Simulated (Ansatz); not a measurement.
# Zinc, bcc under r²SCAN: from relaxation to bulk modulus, part 1 of 2

The plan for zinc in the bcc structure: relax it, solve it on a dense k-mesh, switch on spin-orbit coupling, then scale the cell to 7 volumes from 88 to 112 % of the relaxed one and try a fit of the equation of state. The k-meshes are 14×14×14 for the relaxation; 24×24×24 for the dense run; 14×14×14 for spin-orbit coupling; 16×16×16 for the volumes.

This is Zn in the bcc structure; at room conditions it is hcp.

Computed with Ansatz 0.2.0 (DFT r2SCAN, plane waves (500 eV) with PAW, scalar-relativistic; PBE-made PAW files, unless a step says otherwise).

### Step 1. The starting structure

The structure is cubic, space group Im-3m (No. 229). The conventional cell has a = 3.122 Å, b = 3.122 Å, c = 3.122 Å, α = 90.00°, β = 90.00°, γ = 90.00°. Around Zn (site symmetry m-3m) lie 8 Zn at 2.70 Å.

Coordinates:

```cif
data_structure
_symmetry_space_group_name_H-M 'Im-3m'
_symmetry_Int_Tables_number 229
_cell_length_a 3.1217
_cell_length_b 3.1217
_cell_length_c 3.1217
_cell_angle_alpha 90.000
_cell_angle_beta 90.000
_cell_angle_gamma 90.000
_cell_volume 30.42
loop_
_atom_site_label
_atom_site_type_symbol
_atom_site_symmetry_multiplicity
_atom_site_Wyckoff_symbol
_atom_site_fract_x
_atom_site_fract_y
_atom_site_fract_z
_atom_site_occupancy
Zn1 Zn 2 a 0.00000 0.00000 0.00000 1
```

### Step 2. Relaxing cell and atoms

Input file input.yaml:

```yaml
crystal:
  lattice:
    - [-1.5608515766, 1.5608515766, 1.5608515766]
    - [1.5608515766, -1.5608515766, 1.5608515766]
    - [1.5608515766, 1.5608515766, -1.5608515766]
  atoms:
    - { symbol: Zn, position: [0.0, 0.0, 0.0] }
hamiltonian:
  xc: r2scan
  pseudopotentials:
    kind: paw
    azcp:
      Zn: "pseudopotentials/Zn.paw.azcp"
basis:
  ecutwfc: 500
  fft_grid_basis: typed
kpoints:
  mp_grid: { grid: [14, 14, 14], shift: [0, 0, 0] }
magnetization:
  spin_polarized: false
scf:
  occupations: { method: fermi_dirac, width: 0.1 }
relax:
  max_steps: 60
  f_tol: 0.01
  cell: {}
```

The run is started by

```console
$ ansatz run input.yaml --threads 1 --pin off --max-ram 3584MiB --backend cpu --events-out ev --progress --plain --runs-dir out
```

Standard output:

```text
Engine: ansatz 0.2.0, x86_64-unknown-linux-gnu
Pseudopotentials: kind: paw
Pseudopotential: Zn, paw, valence charge 12, recommended cutoff 500 eV (meta_gga), <dir>
Functional definition: r2SCAN
  parameter k0 = 0.174
  parameter k1 = 0.065
  parameter a1 = 4.9479
  exchange = r2scan_x(k0 = k0, k1 = k1, a1 = a1)
  correlation = r2scan_c
Crystal: 1 atoms, lattice volume = 15.211 Å³
Basis set: ecut = 500 eV, 381 PW (Γ), exchange–correlation on 80×80×80 points (64 copies of the dense FFT grid, shifted against one another)
Bands: 10, of which v1, the nominal top of the filled ones, is band 6 counted from 1 (5 counted from 0)
Symmetry: 48 space group operations
Space group: Im-3m (ITA 229), of the structure as read, at distance tolerance 2.5e-5 Å
k-points: 104 of 2744
Non-local potential: Zn, projectors of the file, l = 0: 2, l = 1: 2, l = 2: 3, l = 3: 1
PAW form: soft (Blöchl's): semilocal exchange-correlation on the pseudo side does not see the compensation charge
PAW frozen core: Zn, regenerated for the run's functional (the file was generated under x = pbe(κ = 0.804, μ = 0.2195149727645171), c = pbe(β = 0.06672455060314922))
PAW one-centre angular grid: Zn, 590 points (default); XC on 261 of its mesh's 2673 points in the sphere
Initial density: superposition of atomic densities (neutral atoms: chi_scale 0, normalization atom), corrected by the library's trained network
Initial wavefunctions: pseudopotential atomic-orbital guess
Functional: x = r2scan, c = r2scan; τ floored in thin density (d = 2e-4 eV/Å³)
SCF iter   1: F=—  HF=-3325.576874 eV  |F-HF|=—  |Δ(HF+E_count)|=         —  Δρ=2.51e-2  dr2=4.67e-2  dr2_τ=8.56e-4  ethr=1.77e-3  ⟨swp⟩=5.1  Hψ=7220  notcnv=0
preconditioner: auto → none  [metal: Δε(μ)=0.026 eV  Ē_g=18.390 eV  σ=0.100 eV  W_gap=0.06  n_scr=0 (ndim 8)  ℏωp=33.0 eV  f_vac=0.000  D(μ)=0.31/eV (n_scr^D=0)]
SCF iter   2: F=—  HF=-3325.569666 eV  |F-HF|=—  |Δ(HF+E_count)|=   7.21e-3  Δρ=8.41e-3  dr2=7.19e-3  dr2_τ=2.34e-4  ethr=3.89e-4  ⟨swp⟩=2.2  Hψ=2922  notcnv=0  defer=2
SCF iter   3: F=—  HF=-3325.563955 eV  |F-HF|=—  |Δ(HF+E_count)|=   5.71e-3  Δρ=3.08e-3  dr2=5.27e-4  dr2_τ=3.31e-6  ethr=5.99e-5  ⟨swp⟩=2.0  Hψ=2056  notcnv=0  defer=2
SCF iter   4: F=—  HF=-3325.564174 eV  |F-HF|=—  |Δ(HF+E_count)|=   2.19e-4  Δρ=3.50e-4  dr2=7.33e-6  dr2_τ=9.98e-8  ethr=4.39e-6  ⟨swp⟩=1.8  Hψ=1799  notcnv=0  defer=2
SCF iter   5: F=—  HF=-3325.564175 eV  |F-HF|=—  |Δ(HF+E_count)|=   1.14e-6  Δρ=3.00e-5  dr2=9.26e-8  dr2_τ=1.93e-9  ethr=6.11e-8  ⟨swp⟩=2.0  Hψ=1661  notcnv=0  defer=2
SCF iter   6: F=-3325.564175 eV  HF=-3325.564175 eV  |F-HF|=2.93e-10  |Δ(HF+E_count)|=   1.71e-7  Δρ=2.18e-6  dr2=4.28e-10  dr2_τ=1.53e-11  ethr=7.72e-10  ⟨swp⟩=2.9  Hψ=4138  notcnv=0
SCF 1 converged in 6 iterations: F = -3325.564175 eV  dr2 = 4.28e-10
relax step   1: F+E_penalty+E_count = -3325.56417524 eV  Δ(F+E_penalty+E_count) = +0.000e0 eV  max|allowed force component| = 0.000e0 eV/Å  Δτ_max = 0.0000 Å  P = -3.975 GPa  Ω = 15.211 Å³  (6 SCF iters, dr2 threshold 1.00e-7 eV, accepted)
Crystal: 1 atoms, lattice volume = 14.619 Å³
Basis set: ecut = 500 eV, 369 PW (Γ), exchange–correlation on 80×80×80 points (64 copies of the dense FFT grid, shifted against one another)
Initial density: handed on by an earlier stage of this run
Initial wavefunctions: those handed on with the density
iter 1 solved again at ethr=1.09e-5 eV; its pass at ethr=3.10e-3 eV (dr2=1.31e-3 eV) is discarded
SCF iter   1: F=—  HF=-3325.564172 eV  |F-HF|=—  |Δ(HF+E_count)|=         —  Δρ=3.88e-3  dr2=1.36e-3  dr2_τ=2.37e-3  ethr=1.09e-5  ⟨swp⟩=1.6  Hψ=10026  notcnv=0
preconditioner: auto → none  [metal: Δε(μ)=0.026 eV  Ē_g=18.450 eV  σ=0.100 eV  W_gap=0.07  n_scr=0 (ndim 8)  ℏωp=33.6 eV  f_vac=0.000  D(μ)=0.29/eV (n_scr^D=0)]
SCF iter   2: F=—  HF=-3325.574073 eV  |F-HF|=—  |Δ(HF+E_count)|=   9.90e-3  Δρ=1.62e-3  dr2=1.63e-4  dr2_τ=4.27e-6  ethr=1.09e-5  ⟨swp⟩=2.0  Hψ=2076  notcnv=0
SCF iter   3: F=—  HF=-3325.573939 eV  |F-HF|=—  |Δ(HF+E_count)|=   1.34e-4  Δρ=3.79e-4  dr2=1.93e-5  dr2_τ=1.04e-7  ethr=1.35e-6  ⟨swp⟩=2.0  Hψ=1766  notcnv=0
SCF iter   4: F=—  HF=-3325.573943 eV  |F-HF|=—  |Δ(HF+E_count)|=   4.24e-6  Δρ=9.35e-5  dr2=9.99e-7  dr2_τ=6.60e-8  ethr=1.61e-7  ⟨swp⟩=2.2  Hψ=1651  notcnv=0
SCF iter   5: F=—  HF=-3325.573944 eV  |F-HF|=—  |Δ(HF+E_count)|=   1.35e-6  Δρ=4.86e-5  dr2=1.32e-7  dr2_τ=2.96e-9  ethr=8.33e-10  ⟨swp⟩=5.0  Hψ=3830  notcnv=0
SCF iter   6: F=-3325.573945 eV  HF=-3325.573945 eV  |F-HF|=2.05e-9  |Δ(HF+E_count)|=   1.66e-7  Δρ=1.76e-5  dr2=1.88e-8  dr2_τ=3.32e-10  ethr=8.33e-10  ⟨swp⟩=4.6  Hψ=3572  notcnv=0
SCF 2 converged in 6 iterations: F = -3325.573945 eV  dr2 = 1.88e-8
relax step   2: F+E_penalty+E_count = -3325.57394460 eV  Δ(F+E_penalty+E_count) = -9.769e-3 eV  max|allowed force component| = 0.000e0 eV/Å  Δτ_max = 0.0000 Å  P = -1.095 GPa  Ω = 14.619 Å³  energy of the carried Pulay correction = +1.764e-4 eV  (6 SCF iters, dr2 threshold 1.00e-7 eV, accepted)
Crystal: 1 atoms, lattice volume = 14.406 Å³
iter 1 solved again at ethr=1.65e-6 eV; its pass at ethr=3.10e-3 eV (dr2=1.97e-4 eV) is discarded
SCF iter   1: F=—  HF=-3325.573248 eV  |F-HF|=—  |Δ(HF+E_count)|=         —  Δρ=1.53e-3  dr2=2.10e-4  dr2_τ=3.35e-4  ethr=1.65e-6  ⟨swp⟩=2.4  Hψ=9726  notcnv=0
preconditioner: auto → none  [metal: Δε(μ)=0.017 eV  Ē_g=18.607 eV  σ=0.100 eV  W_gap=0.04  n_scr=0 (ndim 8)  ℏωp=33.9 eV  f_vac=0.000  D(μ)=0.29/eV (n_scr^D=0)]
SCF iter   2: F=—  HF=-3325.574682 eV  |F-HF|=—  |Δ(HF+E_count)|=   1.43e-3  Δρ=6.50e-4  dr2=2.64e-5  dr2_τ=6.90e-7  ethr=1.65e-6  ⟨swp⟩=2.0  Hψ=1662  notcnv=0
SCF iter   3: F=—  HF=-3325.574658 eV  |F-HF|=—  |Δ(HF+E_count)|=   2.45e-5  Δρ=1.39e-4  dr2=2.57e-6  dr2_τ=1.37e-8  ethr=2.20e-7  ⟨swp⟩=2.0  Hψ=1650  notcnv=0
SCF iter   4: F=—  HF=-3325.574658 eV  |F-HF|=—  |Δ(HF+E_count)|=   4.03e-7  Δρ=3.68e-5  dr2=1.64e-7  dr2_τ=8.07e-9  ethr=2.14e-8  ⟨swp⟩=2.0  Hψ=1660  notcnv=0
SCF iter   5: F=-3325.574659 eV  HF=-3325.574659 eV  |F-HF|=7.92e-10  |Δ(HF+E_count)|=   1.93e-7  Δρ=2.36e-5  dr2=3.38e-8  dr2_τ=4.77e-10  ethr=8.33e-10  ⟨swp⟩=4.6  Hψ=3595  notcnv=0
SCF 3 converged in 5 iterations: F = -3325.574659 eV  dr2 = 3.38e-8
relax step   3: F+E_penalty+E_count = -3325.57465853 eV  Δ(F+E_penalty+E_count) = -7.139e-4 eV  max|allowed force component| = 0.000e0 eV/Å  Δτ_max = 0.0000 Å  P = +0.138 GPa  Ω = 14.406 Å³  energy of the carried Pulay correction = +2.417e-4 eV  (5 SCF iters, dr2 threshold 1.00e-7 eV, accepted)
Crystal: 1 atoms, lattice volume = 14.430 Å³
iter 1 solved again at ethr=2.80e-8 eV; its pass at ethr=3.10e-3 eV (dr2=3.36e-6 eV) is discarded
SCF iter   1: F=—  HF=-3325.574644 eV  |F-HF|=—  |Δ(HF+E_count)|=         —  Δρ=1.98e-4  dr2=3.39e-6  dr2_τ=4.18e-6  ethr=2.80e-8  ⟨swp⟩=2.3  Hψ=9399  notcnv=0
preconditioner: auto → none  [metal: Δε(μ)=0.018 eV  Ē_g=18.602 eV  σ=0.100 eV  W_gap=0.04  n_scr=0 (ndim 8)  ℏωp=33.9 eV  f_vac=0.000  D(μ)=0.29/eV (n_scr^D=0)]
SCF iter   2: F=—  HF=-3325.574661 eV  |F-HF|=—  |Δ(HF+E_count)|=   1.74e-5  Δρ=7.77e-5  dr2=4.03e-7  dr2_τ=1.21e-8  ethr=2.80e-8  ⟨swp⟩=2.0  Hψ=1662  notcnv=0
SCF iter   3: F=-3325.574661 eV  HF=-3325.574661 eV  |F-HF|=1.60e-8  |Δ(HF+E_count)|=   3.84e-7  Δρ=1.68e-5  dr2=3.39e-8  dr2_τ=1.65e-10  ethr=3.98e-10  ⟨swp⟩=3.6  Hψ=4591  notcnv=0
SCF 4 converged in 3 iterations: F = -3325.574661 eV  dr2 = 3.39e-8
relax step   4: F+E_penalty+E_count = -3325.57466101 eV  Δ(F+E_penalty+E_count) = -2.480e-6 eV  max|allowed force component| = 0.000e0 eV/Å  Δτ_max = 0.0000 Å  P = -0.004 GPa  Ω = 14.430 Å³  energy of the carried Pulay correction = +2.344e-4 eV  (3 SCF iters, dr2 threshold 4.78e-8 eV, accepted)
Initial wavefunctions: pseudopotential atomic-orbital guess (no wavefunctions were taken with the density)
iter 1 solved again at ethr=1.23e-9 eV; its pass at ethr=3.10e-3 eV (dr2=1.48e-7 eV) is discarded
SCF iter   1: F=—  HF=-3325.574498 eV  |F-HF|=—  |Δ(HF+E_count)|=         —  Δρ=5.88e-5  dr2=1.21e-7  dr2_τ=9.03e-8  ethr=1.23e-9  ⟨swp⟩=3.9  Hψ=10564  notcnv=0
preconditioner: auto → none  [metal: Δε(μ)=0.018 eV  Ē_g=18.601 eV  σ=0.100 eV  W_gap=0.04  n_scr=0 (ndim 8)  ℏωp=33.9 eV  f_vac=0.000  D(μ)=0.29/eV (n_scr^D=0)]
SCF iter   2: F=—  HF=-3325.574498 eV  |F-HF|=—  |Δ(HF+E_count)|=   2.63e-7  Δρ=5.79e-5  dr2=1.95e-7  dr2_τ=7.40e-9  ethr=1.00e-9  ⟨swp⟩=2.0  Hψ=1663  notcnv=0
SCF iter   3: F=—  HF=-3325.574498 eV  |F-HF|=—  |Δ(HF+E_count)|=   9.40e-8  Δρ=1.68e-5  dr2=2.38e-8  dr2_τ=1.00e-9  ethr=1.00e-9  ⟨swp⟩=2.0  Hψ=1662  notcnv=0
SCF iter   4: F=—  HF=-3325.574498 eV  |F-HF|=—  |Δ(HF+E_count)|=   1.37e-8  Δρ=1.80e-6  dr2=1.09e-10  dr2_τ=1.60e-11  ethr=1.98e-10  ⟨swp⟩=2.0  Hψ=1663  notcnv=0
SCF iter   5: F=-3325.574498 eV  HF=-3325.574498 eV  |F-HF|=8.19e-12  |Δ(HF+E_count)|=  4.31e-10  Δρ=1.79e-7  dr2=1.91e-12  dr2_τ=2.81e-13  ethr=1.00e-12  ⟨swp⟩=4.2  Hψ=4978  notcnv=0
SCF 5 converged in 5 iterations: F = -3325.574498 eV  dr2 = 1.91e-12
relax step   5: F+E_penalty+E_count = -3325.57449797 eV  Δ(F+E_penalty+E_count) = +1.630e-4 eV  max|allowed force component| = 0.000e0 eV/Å  Δτ_max = 0.0000 Å  P = -0.032 GPa  Ω = 14.430 Å³  stress off target by 3.16e-2 GPa  SCF on the basis re-selected at this cell (its energy is not comparable with the rows above)  (5 SCF iters)
basis re-selected at this cell: Δ(F+E_penalty+E_count) = +1.630e-4 eV, ΔP = -0.028 GPa vs the last step (what re-selecting the basis moved, of the pressure what is left beyond the Pulay correction that the steps carried, after the strain that the cell walked since its last selection, with what the two solves' SCF thresholds leave and, on support functions, any second-order correction that the steps lacked; it is no measure of the basis error at this ecutwfc). This SCF's stress stands 3.16e-2 GPa from its target on what of the cell is left free (relax.cell.stress_tol is 5.00e-2 GPa) and its largest allowed force component is 0.00e0 eV/Å (relax.f_tol is 1.00e-2 eV/Å): within both
SCF converged after 5 iterations
Free energy (F): -3325.574498 eV
Harris-Foulkes:  -3325.574498 eV  (|F-HF|=8.19e-12)
Internal energy: -3325.564814 eV  (E = F + TS)
E sigma→0 (E₀):  -3325.569656 eV
Entropy (-TS):   -0.009684 eV (-9.684 meV/atom)
Fermi energy:    11.958736 eV
--- Per-component energies (eV) ---
  E_band       = 52.215942
  E_kinetic    = 130.703202
  E_local      = -1501.372150  (includes V_loc(G=0)·N_el)
  E_nonlocal   = 614.006212
  E_hartree    = 632.341050
  E_xc         = -124.634979
  E_vxc        = -54.898645  (∫ρ·V_xc dr)
  E_paw        = -1846.350222  (= ΣΔE_a)
  E_vpaw       = -404.123893  (= ΣTr[D̂ρ^β])
  E_aug_tail   = -0.000064  (compensation charges beyond the density's cutoff)
  E_vtau       = 3.219235  (kinetic-family band-sum trace: ∫τ·v_τ [+ j·A + Jᵃ·Aᵃ] dr)
  E_ewald      = -1230.075244
  E_core_change = -0.182619  (= ΣΔE_core)
  E_smearing   = -0.009684  (= −TS)
  E_closure    = 0.000000  (closes the sum)
  Σ components = -3325.574498   (vs F -3325.574498, Δ=0.00e0)
--- Forces (eV/Å), atoms counted from 1 ---
  atom   1  Zn    -0.00000000     0.00000000     0.00000000
  max |Σ_I F_I| component: 1.07e-31 eV/Å
--- Stress (GPa, compression-positive) ---
       -0.031628       0.000000       0.000000
        0.000000      -0.031628       0.000000
       -0.000000       0.000000      -0.031628
  P = ⅓ Tr σ = -0.0316 GPa (-0.316 kbar)
--- Relaxed structure (4 steps of the walk, 4 accepted, 1 SCFs on fresh bases) ---
  F+E_penalty+E_count = -3325.57449797 eV   max|allowed force component| = 0.000e0 eV/Å   (the final SCF, on the basis selected at the relaxed cell)
  cell:  # Å, volume = 14.4297 Å³
    - [-1.5336721740523938, 1.5336721740523938, 1.5336721740523938]
    - [1.5336721740523938, -1.5336721740523938, 1.5336721740523938]
    - [1.5336721740523938, 1.5336721740523938, -1.5336721740523938]
  atoms:
    - { symbol: Zn, position: [0.0, 0.0, 0.0] }
```

Run time: 16 s. Hardware: 1 thread of Intel Xeon Platinum 8259CL at 2.50GHz (Skylake/Cascade Lake), shared host; peak memory 0.51 GiB.

The steps of the relaxation:

```tsv
step	energy change (meV/atom)	largest force (eV/Å)	pressure (GPa)	volume (Å³/atom)
1	0.00	0.0000	-3.98	15.211
2	-9.77	0.0000	-1.09	14.619
3	-10.48	0.0000	0.14	14.406
4	-10.49	0.0000	0.00	14.430
5	-10.32	0.0000	-0.03	14.430
```

Steps that repeat a cell are solved on a basis chosen anew, so their changes of energy are no gain of the relaxation.

Changes in the cell that was computed:

|  | before | after | change |
| --- | --- | --- | --- |
| a (Å) | 2.703 | 2.656 | -1.7 % |
| b (Å) | 2.703 | 2.656 | -1.7 % |
| c (Å) | 2.703 | 2.656 | -1.7 % |
| volume (Å³/atom) | 15.211 | 14.430 | -5.1 % |
| shortest distance (Å) | 2.703 | 2.656 | -1.7 % |
| space group (spins left aside) | Im-3m | Im-3m | same |

### Step 3. The energy on a finer k-mesh

Input file input.yaml:

```yaml
crystal:
  lattice:
    - [-1.5336721741, 1.5336721741, 1.5336721741]
    - [1.5336721741, -1.5336721741, 1.5336721741]
    - [1.5336721741, 1.5336721741, -1.5336721741]
  atoms:
    - { symbol: Zn, position: [0.0, 0.0, 0.0] }
hamiltonian:
  xc: r2scan
  pseudopotentials:
    kind: paw
    azcp:
      Zn: "pseudopotentials/Zn.paw.azcp"
basis:
  ecutwfc: 500
  fft_grid_basis: typed
kpoints:
  mp_grid: { grid: [24, 24, 24], shift: [0, 0, 0] }
magnetization:
  spin_polarized: false
scf:
  occupations: { method: fermi_dirac, width: 0.1 }
```

The run is started by

```console
$ ansatz run input.yaml --threads 1 --pin off --max-ram 3584MiB --backend cpu --events-out ev --progress --plain --runs-dir out
```

Standard output (excerpt; [...] marks lines left out):

```text
[...]
[... 3 set-up lines as earlier in the session ...]
[...]
Crystal: 1 atoms, lattice volume = 14.430 Å³
Basis set: ecut = 500 eV, 369 PW (Γ), exchange–correlation on 80×80×80 points (64 copies of the dense FFT grid, shifted against one another)
Bands: 10, of which v1, the nominal top of the filled ones, is band 6 counted from 1 (5 counted from 0)
[... 1 set-up line as earlier in the session ...]
Space group: Im-3m (ITA 229), of the structure as read, at distance tolerance 2.4e-5 Å
k-points: 413 of 13824
[...]
SCF iter   1: F=—  HF=-3325.585620 eV  |F-HF|=—  |Δ(HF+E_count)|=         —  Δρ=2.54e-2  dr2=4.56e-2  dr2_τ=1.04e-3  ethr=1.77e-3  ⟨swp⟩=5.0  Hψ=27964  notcnv=0
[...]
SCF iter   6: F=-3325.574047 eV  HF=-3325.574047 eV  |F-HF|=3.33e-10  |Δ(HF+E_count)|=   1.21e-7  Δρ=1.59e-6  dr2=2.87e-10  dr2_τ=1.34e-11  ethr=6.28e-10  ⟨swp⟩=1.2  Hψ=12669  notcnv=0
[...]
SCF converged after 6 iterations
Free energy (F): -3325.574047 eV
[...]
E sigma→0 (E₀):  -3325.569117 eV
Entropy (-TS):   -0.009862 eV (-9.862 meV/atom)
Fermi energy:    11.938355 eV
[...]
```

It took 9.9 s on 1 thread of Intel Xeon Platinum 8259CL at 2.50GHz (Skylake/Cascade Lake), shared host; peak memory 0.55 GiB.

### Step 4. With spin-orbit coupling

Changes to input.yaml since step 3:

```diff
@@ -10,3 +10,3 @@
   pseudopotentials:
-    kind: paw
+    kind: paw_fr
     azcp:
@@ -17,6 +17,12 @@
 kpoints:
-  mp_grid: { grid: [24, 24, 24], shift: [0, 0, 0] }
+  mp_grid: { grid: [14, 14, 14], shift: [0, 0, 0] }
 magnetization:
-  spin_polarized: false
+  noncollinear: true
+  spin_orbit: true
 scf:
   occupations: { method: fermi_dirac, width: 0.1 }
+output:
+  write_density: true
+  write_potential: true
+  elf: true
+  volumetric_format: npy
```

The run is started by

```console
$ ansatz run input.yaml --threads 1 --pin off --max-ram 3584MiB --backend cpu --events-out ev --progress --plain --runs-dir out
```

Standard output (excerpt; [...] marks lines left out):

```text
[...]
Pseudopotentials: kind: paw_fr
Pseudopotential: Zn, paw_fr, valence charge 12, recommended cutoff 500 eV (meta_gga), <dir>
[... 1 set-up line as earlier in the session ...]
[...]
non-collinear run that drives no moment, with spin-orbit: no starting moment large enough to seed its density (crystal.atoms[].spin), no starting occupations that ask for one, no magnetisation constraint and no magnetic field, so the semilocal B_xc is pinned to zero
Crystal: 1 atoms, lattice volume = 14.430 Å³
Basis set: ecut = 500 eV, 369 PW (Γ), exchange–correlation on 80×80×80 points (64 copies of the dense FFT grid, shifted against one another)
Bands: 20, of which v1, the nominal top of the filled ones, is band 12 counted from 1 (11 counted from 0)
Symmetry: 48 space group operations + 48 with time reversal
Magnetic group: BNS 229.141 (UNI 1643), of the structure as read, at distance tolerance 2.4e-5 Å
[...]
SCF iter   7: F=-3323.344961 eV  HF=-3323.344961 eV  |F-HF|=2.65e-10  |Δ(HF+E_count)|=   2.23e-7  Δρ=6.11e-6  dr2=3.03e-9  dr2_τ=1.58e-11  dr2_m=0.00e0 (ungated)  ethr=4.51e-10  |M|=0.00e0 ∫|m|=0.00e0 μB  |m|>n=0.0e0 m-floor=0.0e0 τ_xc=0.0e0  ⟨swp⟩=1.9  Hψ=3659  notcnv=0
[...]
SCF converged after 7 iterations
Magnetization: |M| = 0.0000 μB,  M = (+0.0000, +0.0000, +0.0000) μB
Absolute magnetization: 0.0000 μB (∫|m|)
  site 0: m = (+0.0000, +0.0000, +0.0000) μB, |m| = 0.0000 μB  (R = 1.10 Å)
Free energy (F): -3323.344961 eV
[...]
E sigma→0 (E₀):  -3323.340115 eV
Entropy (-TS):   -0.009691 eV (-9.691 meV/atom)
Fermi energy:    11.959231 eV
[...]
--- Band table (eV; the first three rows and the last of 104) ---
  k-point 0: bands = ["0.4071", "0.4071", "3.4559", "3.4559", "3.4559", "3.4559", "3.7130", "3.7130", "4.1818", "4.1818", "4.1818", "4.1818", "32.7909", "32.7909", "33.3166", "33.3166", "33.3166", "33.3166", "33.6897", "33.6897"]
[...]
```

Wall time 17 s (1 thread of Intel Xeon Platinum 8259CL at 2.50GHz (Skylake/Cascade Lake), shared host); peak memory 0.53 GiB.

Side by side:

```tsv
	scalar-relativistic	with spin-orbit coupling
k-mesh	24×24×24	14×14×14
gap on the mesh	none (levels filled in part)	none (levels filled in part)
```

The meshes differ, so small differences between the columns need not come from spin-orbit coupling.

The maps below are laid out on this run's own conventional cell (a, b, c = 3.067, 3.067, 3.067 Å).

Density in a lattice plane of the grid's cell (edges 3.07 and 3.07 Å, at 0.000 of the third edge), which holds Zn.

Values in e/Å³, 12 rows by 12 columns:
```
23.63 12.75  3.06  0.67  0.29  0.18  0.16  0.18  0.29  0.67  3.05 12.72
 4.96  3.06  1.14  0.44  0.24  0.17  0.16  0.17  0.24  0.44  1.14  3.05
 0.81  0.67  0.44  0.27  0.20  0.16  0.16  0.16  0.20  0.27  0.44  0.67
 0.32  0.29  0.24  0.20  0.17  0.16  0.16  0.16  0.17  0.20  0.24  0.29
 0.19  0.18  0.17  0.16  0.16  0.16  0.16  0.16  0.16  0.16  0.17  0.18
 0.16  0.16  0.16  0.16  0.16  0.16  0.16  0.16  0.16  0.16  0.16  0.16
 0.19  0.18  0.17  0.16  0.16  0.16  0.16  0.16  0.16  0.16  0.17  0.18
 0.32  0.29  0.24  0.20  0.17  0.16  0.16  0.16  0.17  0.20  0.24  0.29
 0.81  0.67  0.44  0.27  0.20  0.16  0.16  0.16  0.20  0.27  0.44  0.67
 4.96  3.05  1.14  0.44  0.24  0.17  0.16  0.17  0.24  0.44  1.14  3.06
23.63 12.72  3.05  0.67  0.29  0.18  0.16  0.18  0.29  0.67  3.06 12.75
45.94 23.63  4.96  0.81  0.32  0.19  0.16  0.19  0.32  0.81  4.96 23.63
```
Columns run along the first of these edges and rows up along the second, over one cell in 12 and 12 even steps from the bottom left corner. Atoms in the plane (fractional): Zn at (0.00, 0.00).

ELF in the same plane.

Values, 12 rows by 12 columns:
```
0.00 0.01 0.07 0.18 0.20 0.26 0.31 0.26 0.20 0.18 0.07 0.01
0.04 0.07 0.14 0.19 0.22 0.29 0.33 0.30 0.22 0.19 0.14 0.07
0.16 0.18 0.19 0.21 0.27 0.33 0.33 0.33 0.27 0.21 0.19 0.18
0.19 0.20 0.22 0.27 0.32 0.33 0.33 0.33 0.32 0.27 0.22 0.20
0.25 0.26 0.29 0.33 0.33 0.32 0.31 0.32 0.33 0.33 0.30 0.26
0.30 0.31 0.33 0.33 0.33 0.31 0.30 0.31 0.33 0.33 0.33 0.31
0.25 0.26 0.30 0.33 0.33 0.32 0.31 0.32 0.33 0.33 0.29 0.26
0.19 0.20 0.22 0.27 0.32 0.33 0.33 0.33 0.32 0.27 0.22 0.20
0.16 0.18 0.19 0.21 0.27 0.33 0.33 0.33 0.27 0.21 0.19 0.18
0.04 0.07 0.14 0.19 0.22 0.30 0.33 0.29 0.22 0.19 0.14 0.07
0.00 0.01 0.07 0.18 0.20 0.26 0.31 0.26 0.20 0.18 0.07 0.01
0.00 0.00 0.04 0.16 0.19 0.25 0.30 0.25 0.19 0.16 0.04 0.00
```
Columns run along the first of these edges and rows up along the second, over one cell in 12 and 12 even steps from the bottom left corner. Atoms in the plane (fractional): Zn at (0.00, 0.00).

Both are smooth fields of the valence electrons: close to the nuclei they are not physical.

(Continued in part 2 of 2.)
